**Which crystal is which, judging by volume and bulk modulus?**

I am looking at computed bulk moduli for six crystals whose names have been removed. The candidates are known, but the order is shuffled. The volumes of the given cells, in Å³ per atom, are 20.24 for row A, 11.68 for B, 5.67 for C, 18.01 for D, 13.63 for E and 16.60 for F. Can the rows be assigned from the volume per atom and the computed modulus, without looking up measured moduli? And once the names are back, do the errors against experiment follow the type of bonding, so that I could correct metals one way and covalent crystals another?

GPAW 26.7.0, DFT with the optB88-vdW functional, PAW data sets and plane waves, for elemental and binary crystals. Each computed bulk modulus comes from an equation-of-state fit to energies at seven volumes, 0.94 to 1.06 times that of the given cell. The runs use Fermi–Dirac smearing of 0.05 eV, without spin polarization or spin–orbit coupling. Candidates: GaP, Al, C, BP, Ta, BAs.

```csv
row,computed bulk modulus (GPa),"computed over measured, less one (%)"
A,80.3,-8.2
B,159.8,-8.2
C,429.8,-2.8
D,196.3,1.2
E,129,-12.8
F,69.2,-10.0
```

**Answer**

The six rows can be assigned, provided that both quantities are used. The bulk modulus tells how strongly a crystal resists being squeezed equally from every side. It is high when strong bonds are packed into little space. The volume per atom tells how much space there is, so the two together show whether a crystal is stiff because it is dense or because its atoms are bound in an unusually stiff way.

This can be put into one number. Let K be the bulk modulus and V the volume per atom. Changing the volume by a small fraction x away from equilibrium costs an energy of about ½KVx² per atom. The product KV therefore measures stiffness per atom, with the crowding taken out. I use the volume of the given cell for V; the calculation's own equilibrium volume is slightly different, but that does not change the order of the six products.

**The two extremes**

Row C is diamond. It has by far the smallest volume, 5.67 Å³ per atom, and by far the highest modulus, 430 GPa. Carbon atoms are small, and each forms four short, strong bonds in which the bonding states are full and the antibonding states empty. None of the other candidates combines such short bonds with such strength, so this assignment is sure.

Row D is less obvious at first sight, because its atoms take up a lot of room. Compare it with row F: the volumes differ by less than a tenth, yet D is 2.8 times as stiff. Its KV is about 22 eV, from 196.3 GPa times 18.01 Å³, with 160 GPa equal to 1 eV/Å³. That is the highest of the six, above even diamond's 15 eV.

Among the candidates only tantalum has a partly filled d shell, and standard theory explains why this matters. The d orbitals of neighbouring atoms overlap and form a band whose lower part binds and whose upper part weakens the binding. Tantalum's electrons fill much of the lower part and leave the upper part largely empty. The strong pull of these d bonds is balanced by an equally strong resistance to compression, and a balance of two strong forces makes a stiff crystal. Row D is tantalum, also surely.

**The two boron compounds**

Rows B and E are the next most compact after diamond. In BP and BAs each atom has four neighbours, as in diamond, and the distance between neighbours follows from the volume as (√3/2)·V^(1/3). This gives 1.97 Å for row B and 2.07 Å for row E. Both are short, as suits bonds in which one partner is the small boron atom.

Arsenic is larger than phosphorus, so the longer bond belongs to BAs. The moduli agree with this order: row B is 1.24 times as stiff as row E. Longer bonds of the same kind are usually weaker, and there are fewer of them in a given volume. Row B is therefore BP and row E is BAs, and I regard this as sure because volume and modulus point the same way.

**The pair that the modulus alone leaves open**

Rows A and F remain for GaP and aluminium. Their moduli are only 11 GPa apart, and nothing in the modulus alone says which is the metal. Row F has the lower KV, which suits aluminium: its three outer electrons are spread through the crystal and form no stiff, directed bonds. This is only a hint, however, because bonds between unlike atoms can be soft too.

The volume settles the matter once the packing is considered. Aluminium is close-packed, with twelve neighbours around each atom, at a distance of (√2·V)^(1/3). For row F this gives 2.86 Å, close to the roughly 2.9 Å that I recall for aluminium metal, whereas row A would give 3.06 Å.

GaP has the open structure with four neighbours, which leaves much empty space between the atoms. In that structure row A gives a distance of 2.36 Å, near the roughly 2.4 Å that I recall for a gallium–phosphorus bond. Row F would give 2.21 Å, which is too short. So A is GaP and F is aluminium: sure with the volume, ambiguous without it.

**The names, and the errors**

Here is the labelled table, with three more crystals and the measured moduli.

The rows with their labels:

```csv
formula,space group,volume of the given cell (Å³/atom),potentials or basis,wave cutoff (eV),k-mesh,computed bulk modulus (GPa),measured bulk modulus (GPa),source,"computed over measured, less one (%)"
PbS,Fm-3m,26.09,GPAW PAW data sets (gpaw data 1.2.1),600,6x6x6,56.1,51,arXiv:cond-mat/0210013 (2002),10.0
Al,Fm-3m,16.60,GPAW PAW data sets (gpaw data 1.2.1),600,11x11x11,69.2,76.9,pmc:3831299 (2013),-10.0
ZnS,F-43m,19.73,GPAW PAW data sets (gpaw data 1.2.1),600,7x7x7,68.5,76.9,arXiv:0911.5022 (2009),-10.9
GaP,F-43m,20.24,GPAW PAW data sets (gpaw data 1.2.1),600,8x8x8,80.3,87.5,arXiv:1709.06667 (2017),-8.2
Cu,Fm-3m,11.81,GPAW PAW data sets (gpaw data 1.2.1),600,13x13x13,127.8,139,pmc:10161880 (2023),-8.1
BAs,F-43m,13.63,GPAW PAW data sets (gpaw data 1.2.1),800,8x8x8,129,148,arXiv:1911.11281 (2019),-12.8
BP,F-43m,11.68,GPAW PAW data sets (gpaw data 1.2.1),800,10x10x10,159.8,174,arXiv:1505.05714 (2015),-8.2
Ta,Im-3m,18.01,GPAW PAW data sets (gpaw data 1.2.1),600,11x11x11,196.3,194,arXiv:cond-mat/0403080 (2004),1.2
C,Fd-3m,5.67,GPAW PAW data sets (gpaw data 1.2.1),800,10x10x10,429.8,442,arXiv:cond-mat/0702656 (2007),-2.8
```

The labels confirm all six assignments. They also show why matching moduli alone would have been risky. The computed value for GaP lies 4% above the measured value for aluminium, while aluminium's own computed value lies 10% below it. Picking the nearest measured number would have given the GaP result to aluminium. The caution about KV was justified as well: ZnS, with four neighbours per atom like GaP, reaches only 8.4 eV, not far above aluminium's 7.2 eV.

As for your second question, bonding type does not sort the errors. The four zinc-blende compounds (ZnS, GaP, BAs and BP) come out too soft by 8 to 13%. Aluminium and copper, both metals, are too soft by about as much. Diamond, the purest covalent case, is only 3% too soft, while tantalum is almost right and PbS is 10% too stiff.

**Why most of the moduli are too low**

A better lead is the size that the calculation prefers for each crystal. Each modulus was obtained from energies at seven volumes, and it belongs to the volume at which the fitted energy curve has its minimum. In all nine crystals this volume is larger than that of the given cell, by about 1% for diamond and by more than 5% for GaP and copper. The given cells were taken from databases and, as far as I recall the lattice constants, lie close to the measured sizes. The calculation thus lets the crystals expand too far.

A crystal that is too large is normally too soft. The repulsion that resists squeezing grows steeply as atoms approach each other, so it fades quickly when they move apart. A modest error in volume can therefore become a much larger error in modulus.

The size of this effect can be estimated. Let K₀ be the modulus at the preferred volume V₀, and K′ the rise of the modulus per unit of pressure. If K′ stays constant, the modulus at another volume V is

K(V) = K₀ · (V₀/V)^K′

For aluminium, V₀ is 2.06% larger than the given volume, and the energy curve gives K′ = 4.71. The estimate is 69.2 GPa × 1.0206^4.71 ≈ 76.2 GPa, against a measured 76.9 GPa. An error of 10% has shrunk to 1%. The measured modulus was not used in the estimate; K₀, V₀ and K′ all come from the computed energy curve.

The same step brings ZnS, BAs, BP and diamond to within 3% of their measured values. For these crystals and aluminium, the excess volume is large enough to account for most of the missing stiffness. Diamond also fits the picture in another way: it expands least of the nine, and its modulus needs little correction.

**Where this explanation fails**

If the volume were the only fault, the step would repair every row. It does not. GaP and copper change from too soft to too stiff, ending 15% and 20% above the measured values. Their preferred volumes lie near the edge of the sampled range, with only one computed point beyond them, so their fitted moduli are less well supported than the others. The given volume, however, sits in the middle of that range, and the energies computed at and beside it curve about as strongly as the estimate implies. The excess stiffness found there therefore cannot simply be blamed on the edge.

Tantalum and PbS are more telling. Both also expand, so both should have come out too soft, but neither did. Returned to the given cell, tantalum is 11% too stiff and PbS 24%. Tantalum's good agreement in the table therefore looks like two errors that cancel: too much volume, which softens the crystal, and something else that stiffens it. What that something is remains unknown. The calculations leave out spin–orbit coupling, which can matter for elements as heavy as tantalum and lead, but its effect on these moduli was not tested. An unsuitable measured value is also possible in any single row.

Temperature does not rescue the soft rows. Thermal motion and the zero-point motion of the atoms usually lower a measured modulus, whereas the calculation describes atoms at rest. A fair comparison would normally raise the measured values somewhat and make the negative errors larger. At the given cell, which is close to the measured size, much of this softening is expected to be included already through the volume. Even so, the 1% agreement of aluminium there rests on a single measured value and should not be taken for true accuracy.

For practical use, I would not apply a fixed correction by bonding type, or even one for the whole set. Raising every modulus by 10% would help most of the soft rows, but it would overshoot for diamond and make tantalum and PbS worse. It is more useful to read each computed modulus together with its preferred volume: a large excess warns that the modulus carries an error from the volume, which may add to other errors or hide them.

What the table leaves open is where the excess volume comes from. The density functional itself may bind these crystals too weakly. The data sets that stand in for the inner electrons may also contribute, since they were not generated for this functional. Both would show up as the same expanded crystal. Convergence with the wave cutoff and the k-mesh is not shown either, so a contribution from these settings can't be excluded. Would the expansion, and the excess stiffness that GaP, copper, tantalum and PbS show at the given cell, survive if the same functional were used with all electrons treated explicitly?
